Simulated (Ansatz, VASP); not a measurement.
**Cross-check of Si2Ni (NiSi2 strained to the junction's net) between VASP and Ansatz**

Aim: how closely do two programs agree when they are given the same cell, functional and k mesh? The cell is generated by rule, not measured, and may not be a known phase. The structure shown is the start of the Ansatz relaxation below; VASP solves that cell, so the two are compared at the walk's first step.

Program: Ansatz 0.2.0. Level of theory: plane waves, with VASP 6.6.1 beside it; single point at PBE. Results are calculated unless marked as measured.

### 1. The structure

The structure is trigonal, space group R-3m (No. 166). The conventional cell has a = 3.790 Å, b = 3.790 Å, c = 9.490 Å, α = 90.00°, β = 90.00°, γ = 120.00°. Nearest to Si lie 4 Ni at 2.33 to 2.37 Å. Ni has 8 Si at 2.33 to 2.37 Å nearest. Farther neighbours are not listed.

### 2. Ansatz: relaxation, PBE

Ansatz runs on its default PAW (the set named soft_2) files.

The two programs are compared at the cell with which this relaxation starts, whose forces are those of its first step.

The input, input.yaml:

```yaml
crystal:
  lattice:
    - [3.79, 0.0, 0.0]
    - [-1.895, 3.2822362803, 0.0]
    - [0.0, 0.0, 9.4900647171]
  atoms:
    - { symbol: Si, position: [0.0, 0.0, 0.0] }
    - { symbol: Ni, position: [0.6666666667, 0.3333333333, 0.0833333333] }
    - { symbol: Si, position: [0.3333333333, 0.6666666667, 0.1666666667] }
    - { symbol: Si, position: [0.6666666667, 0.3333333333, 0.3333333333] }
    - { symbol: Ni, position: [0.3333333333, 0.6666666667, 0.4166666667] }
    - { symbol: Si, position: [0.0, 0.0, 0.5] }
    - { symbol: Si, position: [0.3333333333, 0.6666666667, 0.6666666667] }
    - { symbol: Ni, position: [0.0, 0.0, 0.75] }
    - { symbol: Si, position: [0.6666666667, 0.3333333333, 0.8333333333] }
kpoints:
  mp_grid: { grid: [12, 12, 3] }
scf:
  occupations: { method: fermi_dirac, width: 0.1 }
  max_iter: 150
hamiltonian:
  xc: pbe
relax:
  f_tol: 0.01
  max_steps: 40
  cell: { fix: [a, b, angles] }
```

Started as:

```sh
$ ansatz run input.yaml --threads 8 --pin off --max-ram 24576MiB --backend cpu --events-out ev --progress --plain --runs-dir out
```

Numbers of over 12 decimals in the logs are rounded to 6 here.

The log of the run:

```text
Engine: ansatz 0.2.0, aarch64-unknown-linux-gnu
Pseudopotentials: kind: paw
Pseudopotential: Si, paw, valence charge 4, recommended cutoff 420 eV (normal), Si.paw.azcp
Pseudopotential: Ni, paw, valence charge 18, recommended cutoff 420 eV (normal), Ni.paw.azcp
Functional definition: PBE
  parameter kappa = 0.804
  parameter beta = 0.066725
  exchange = pbe_x(kappa = kappa, mu = beta*pi^2/3)
  correlation = pbe_c(beta = beta)
Crystal: 9 atoms, lattice volume = 118.053 Å³
Basis set: ecut = 420 eV, 2299 PW (Γ), exchange–correlation on 54×54×128 points (8 copies of the dense FFT grid, shifted against one another)
Bands: 48, of which v1, the nominal top of the filled ones, is band 39 counted from 1 (38 counted from 0)
Symmetry: 36 space group operations
Space group: R-3m (ITA 166), of the structure as read, at distance tolerance 4.9e-5 Å
k-points: 50 of 432
Non-local potential: Si, projectors of the file, l = 0: 2, l = 1: 2, l = 2: 2
Non-local potential: Ni, projectors of the file, l = 0: 3, l = 1: 2, l = 2: 3, l = 3: 1
PAW form: soft (Blöchl's): semilocal exchange-correlation on the pseudo side does not see the compensation charge
PAW one-centre angular grid: Si, 110 points (default); XC on 64 Gauss nodes
PAW one-centre angular grid: Ni, 590 points (default); XC on 64 Gauss nodes
Initial density: superposition of atomic densities (neutral atoms: chi_scale 0, normalization atom), corrected by the library's trained network
Initial wavefunctions: pseudopotential atomic-orbital guess
Functional: x = pbe(κ = 0.804, μ = 0.219515), c = pbe(β = 0.066725)
SCF iter   1: F=—  HF=-21337.205418 eV  |F-HF|=—  |Δ(HF+E_count)|=         —  Δρ=1.04e-2  dr2=9.17e-2  ethr=1.77e-3  ⟨swp⟩=8.0  Hψ=10361  notcnv=0  defer=3
preconditioner: auto → Kerker (q_TF=auto, 2.546 Å⁻¹)  [metal: Δε(μ)=0.030 eV  Ē_g=7.442 eV  σ=0.100 eV  W_gap=0.07  n_scr=36 (ndim 8)  ℏωp=25.1 eV  f_vac=0.000  D(μ)=2.61/eV (n_scr^D=12)]
SCF iter   2: F=—  HF=-21337.196831 eV  |F-HF|=—  |Δ(HF+E_count)|=   8.59e-3  Δρ=4.23e-3  dr2=1.84e-2  ethr=1.18e-4  ⟨swp⟩=2.0  Hψ=3013  notcnv=0  defer=3
SCF iter   3: F=—  HF=-21337.194902 eV  |F-HF|=—  |Δ(HF+E_count)|=   1.93e-3  Δρ=5.67e-4  dr2=3.01e-4  ethr=2.35e-5  ⟨swp⟩=1.4  Hψ=2681  notcnv=0  defer=4
SCF iter   4: F=—  HF=-21337.195054 eV  |F-HF|=—  |Δ(HF+E_count)|=   1.51e-4  Δρ=2.13e-4  dr2=7.36e-5  ethr=3.85e-7  ⟨swp⟩=2.0  Hψ=4236  notcnv=0  defer=4
SCF iter   5: F=—  HF=-21337.195051 eV  |F-HF|=—  |Δ(HF+E_count)|=   3.22e-6  Δρ=2.29e-4  dr2=4.47e-5  ethr=9.43e-8  ⟨swp⟩=2.0  Hψ=3761  notcnv=0  defer=4
SCF iter   6: F=—  HF=-21337.195053 eV  |F-HF|=—  |Δ(HF+E_count)|=   2.01e-6  Δρ=7.34e-5  dr2=5.64e-6  ethr=5.73e-8  ⟨swp⟩=2.1  Hψ=3371  notcnv=0  defer=4
SCF iter   7: F=—  HF=-21337.195054 eV  |F-HF|=—  |Δ(HF+E_count)|=   1.74e-6  Δρ=1.37e-5  dr2=2.63e-7  ethr=7.23e-9  ⟨swp⟩=2.1  Hψ=3352  notcnv=0  defer=4
SCF iter   8: F=-21337.195054 eV  HF=-21337.195054 eV  |F-HF|=1.27e-10  |Δ(HF+E_count)|=   1.50e-7  Δρ=2.60e-6  dr2=1.12e-8  ethr=1.28e-10  ⟨swp⟩=4.2  Hψ=8515  notcnv=0
SCF 1 converged in 8 iterations: F = -21337.195054 eV  dr2 = 1.12e-8
  greatest PAW one-centre occupation: 1.000 electrons in one spin orbital (limit 2), on the Ni atom at site 7 (counted from 0), in its partial waves of l = 1
relax step   1: F+E_penalty+E_count = -21337.19505447 eV  Δ(F+E_penalty+E_count) = +0.000e0 eV  max|allowed force component| = 2.062e-1 eV/Å  Δτ_max = 0.0000 Å  P = +3.974 GPa  Ω = 118.053 Å³  fix = [a, b, alpha, beta, gamma]  reactions: a +5.367, b +5.367 GPa  (8 SCF iters, dr2 threshold 1.00e-7 eV, accepted)
[...]
relax step   2: F+E_penalty+E_count = -21337.20809442 eV  Δ(F+E_penalty+E_count) = -1.304e-2 eV  max|allowed force component| = 1.312e-1 eV/Å  Δτ_max = 0.0104 Å  P = +3.233 GPa  Ω = 118.603 Å³  energy of the carried Pulay correction = -1.623e-4 eV  fix = [a, b, alpha, beta, gamma]  reactions: a +4.657, b +4.657 GPa  (6 SCF iters, dr2 threshold 9.00e-7 eV, accepted)
[...]
relax step   3: F+E_penalty+E_count = -21337.21491736 eV  Δ(F+E_penalty+E_count) = -6.823e-3 eV  max|allowed force component| = 4.971e-3 eV/Å  Δτ_max = 0.0156 Å  P = +2.560 GPa  Ω = 119.117 Å³  energy of the carried Pulay correction = -3.133e-4 eV  fix = [a, b, alpha, beta, gamma]  reactions: a +3.835, b +3.835 GPa  (6 SCF iters, dr2 threshold 9.00e-7 eV, accepted)
[...]
relax step   4: F+E_penalty+E_count = -21337.21522115 eV  Δ(F+E_penalty+E_count) = -3.038e-4 eV  max|allowed force component| = 5.033e-3 eV/Å  Δτ_max = 0.0000 Å  P = +2.561 GPa  Ω = 119.117 Å³  fix = [a, b, alpha, beta, gamma]  reactions: a +3.836, b +3.836 GPa  stress off target by 1.30e-2 GPa on what of the cell is left free  SCF on the basis re-selected at this cell (its energy is not comparable with the rows above)  (6 SCF iters)
basis re-selected at this cell: Δ(F+E_penalty+E_count) = -3.038e-4 eV, ΔP = +0.001 GPa vs the last step (what re-selecting the basis moved, of the pressure what is left beyond the Pulay correction that the steps carried, after the strain that the cell walked since its last selection, with what the two solves' SCF thresholds leave and, on support functions, any second-order correction that the steps lacked; it is no measure of the basis error at this ecutwfc). The dense FFT grid was sized anew with the basis: this SCF ran on 27×27×72 points, the steps before it on 27×27×64, so part of this shift can come from that change (see relax.cell in the input reference). [rest of the remark cut]
SCF converged after 6 iterations
Free energy (F): -21337.215221 eV
Harris-Foulkes:  -21337.215221 eV  (|F-HF|=1.09e-11)
Internal energy: -21337.129131 eV  (E = F + TS)
E sigma→0 (E₀):  -21337.172176 eV
Entropy (-TS):   -0.086090 eV (-9.566 meV/atom)
Fermi energy:    13.165955 eV
--- Per-component energies (eV) ---
  E_band       = -1037.797487
  E_kinetic    = 1110.920969
  E_local      = -14737.679805  (includes V_loc(G=0)·N_el)
  E_nonlocal   = 2038.511757
  E_hartree    = 6373.229912
  E_xc         = -597.822188
  E_vxc        = -625.465145  (∫ρ·V_xc dr)
  E_paw        = -7953.889046  (= ΣΔE_a)
  E_vpaw       = -1570.546665  (= ΣTr[D̂ρ^β])
  E_aug_tail   = 0.001730  (compensation charges beyond the density's cutoff)
  E_ewald      = -7570.402460
  E_smearing   = -0.086090  (= −TS)
  E_closure    = 0.000000  (closes the sum)
  Σ components = -21337.215221   (vs F -21337.215221, Δ=0.00e0)
--- Forces (eV/Å), atoms counted from 1 ---
  atom   1  Si     0.00000000    -0.00000000    -0.00503288
  atom   2  Ni     0.00000000     0.00000000     0.00000000
  atom   3  Si     0.00000000     0.00000000     0.00503288
  atom   4  Si    -0.00000000    -0.00000000    -0.00503288
  atom   5  Ni     0.00000000     0.00000000     0.00000000
  atom   6  Si     0.00000000     0.00000000     0.00503288
  atom   7  Si    -0.00000000    -0.00000000    -0.00503288
  atom   8  Ni    -0.00000000     0.00000000     0.00000000
  atom   9  Si    -0.00000000     0.00000000     0.00503288
  max |Σ_I F_I| component: 3.70e-17 eV/Å
--- Stress (GPa, compression-positive) ---
        3.835703      -0.000000       0.000000
        0.000000       3.835703      -0.000000
        0.000000      -0.000000       0.013015
  P = ⅓ Tr σ = 2.5615 GPa (25.615 kbar)
--- Relaxed structure (3 steps of the walk, 3 accepted, 1 SCFs on fresh bases) ---
  F+E_penalty+E_count = -21337.21522115 eV   max|allowed force component| = 5.033e-3 eV/Å   (the final SCF, on the basis selected at the relaxed cell)
  cell:  # Å, volume = 119.1171 Å³
    - [3.790000, 0, 0]
    - [-1.895000, 3.282236, 0]
    - [0, 0, 9.575581]
  atoms:
    - { symbol: Si, position: [-7.595100490792187e-19, 0, -0.00273208] }
    - { symbol: Ni, position: [0.666667, 0.333333, 0.083333] }
    - { symbol: Si, position: [0.333333, 0.666667, 0.169399] }
    - { symbol: Si, position: [0.666667, 0.333333, 0.330601] }
    - { symbol: Ni, position: [0.333333, 0.666667, 0.416667] }
    - { symbol: Si, position: [7.595100490792187e-19, 0, 0.502732] }
    - { symbol: Si, position: [0.333333, 0.666667, 0.663935] }
    - { symbol: Ni, position: [0, 0, 0.750000] }
    - { symbol: Si, position: [0.666667, 0.333333, 0.836065] }
```

In the SCF lines HF is the Harris–Foulkes energy and dr2 the Hartree energy of the density residual, in eV; the loop may stop once dr2 is under the threshold and the program's other checks hold. Hψ counts applications of the Hamiltonian.

### 3. VASP: single point, PBE, start cell

The same cell, functional, mesh and smearing now go to VASP, with its own data sets.

Lines of VASP's logs that name or quote its potential files are left out, and so is its time.

The input, INCAR:

```
SYSTEM = Si2Ni
PREC = Accurate
ENCUT = 520
EDIFF = 1E-06
NELM = 120
ISMEAR = -1
SIGMA = 0.1
LREAL = .FALSE.
ALGO = Normal
GGA = PE
NBANDS = 36
LASPH = .TRUE.
LORBIT = 11
LWAVE = .FALSE.
LCHARG = .FALSE.
ISIF = 2
GGA_COMPAT = .FALSE.
KPAR = 2
```

The input, POSCAR:

```
Si2Ni
1.0
    3.7900000000      0.0000000000      0.0000000000
   -1.8950000000      3.2822360000      0.0000000000
    0.0000000000      0.0000000000      9.4900650000
Si Ni
6 3
Direct
    0.0000000000      0.0000000000      0.0000000000
    0.3333334349      0.6666668698      0.1666666140
    0.6666667174      0.3333334349      0.3333333333
    0.0000000000      0.0000000000      0.4999999473
    0.3333334349      0.6666668698      0.6666666667
    0.6666667174      0.3333334349      0.8333332806
    0.6666667174      0.3333334349      0.0833333597
    0.3333334349      0.6666668698      0.4166666930
    0.0000000000      0.0000000000      0.7500000263
```

The input, KPOINTS:

```
Automatic mesh
0
Gamma
12 12 3
0 0 0
```

Potentials, in the order of the species: Si and Ni (PBE family, release 64).

Started as:

```sh
$ mpirun -np 2 vasp_std
```

The log of the run:

```text
[banner, memory and clock lines left out]
running    2 mpi-ranks, on    1 nodes
 distrk:  each k-point on    1 cores,    2 groups
 distr:  one band on    1 cores,    1 groups

 POSCAR found type information on POSCAR SiNi
 POSCAR found :  2 types and       9 ions
 LDA part: xc-table for (Slater+PW92), standard interpolation
 POSCAR, INCAR and KPOINTS ok, starting setup
 FFT: planning ... GRIDC
 FFT: planning ... GRID_SOFT
 FFT: planning ... GRID
 WAVECAR not read
 entering main loop
       N       E                     dE             d eps       ncg     rms          rms(c)
DAV:   1     0.338716479573E+03    0.33872E+03   -0.22914E+04  3600   0.158E+03
DAV:   2    -0.268012195019E+02   -0.36552E+03   -0.35139E+03  3600   0.347E+02
DAV:   3    -0.569350141537E+02   -0.30134E+02   -0.28931E+02  4240   0.112E+02
DAV:   4    -0.581698838381E+02   -0.12349E+01   -0.12237E+01  4484   0.209E+01
DAV:   5    -0.582092666467E+02   -0.39383E-01   -0.39327E-01  4524   0.380E+00    0.284E+01
DAV:   6    -0.714315989759E+02   -0.13222E+02   -0.17235E+02  4584   0.198E+02    0.432E+01
DAV:   7    -0.530030445157E+02    0.18429E+02   -0.44168E+01  4340   0.115E+02    0.105E+01
DAV:   8    -0.523705627799E+02    0.63248E+00   -0.14995E+01  5488   0.479E+01    0.675E+00
DAV:   9    -0.520919992978E+02    0.27856E+00   -0.22024E+00  5024   0.188E+01    0.161E+00
DAV:  10    -0.520949455278E+02   -0.29462E-02   -0.49382E-02  4608   0.208E+00    0.947E-01
DAV:  11    -0.520923215612E+02    0.26240E-02   -0.96928E-03  4100   0.468E-01    0.476E-01
DAV:  12    -0.520918344620E+02    0.48710E-03   -0.40950E-03  4664   0.947E-01    0.180E-01
DAV:  13    -0.520917714861E+02    0.62976E-04   -0.49010E-04  4580   0.351E-01    0.245E-02
DAV:  14    -0.520917780437E+02   -0.65576E-05   -0.56175E-05  4504   0.588E-02    0.210E-02
DAV:  15    -0.520917782352E+02   -0.19154E-06   -0.27389E-06  3508   0.162E-02
   1 F= -.52091778E+02 E0= -.52049031E+02  d E =-.854952E-01
```

[end of part 1 of 2]

[Lines on the potential files, build, host, timing and source positions are cut from VASP's logs without a mark.]

[Logs are printed without paths, hosts, clocks, repeated set-up lines and the standing remarks that a program may print on its own settings, such as how far it seeks lower states.]

[Hosts, paths, dates, database ids (printed as entryN), source tags and the programs' standing remarks are cut or masked in the printed files.]
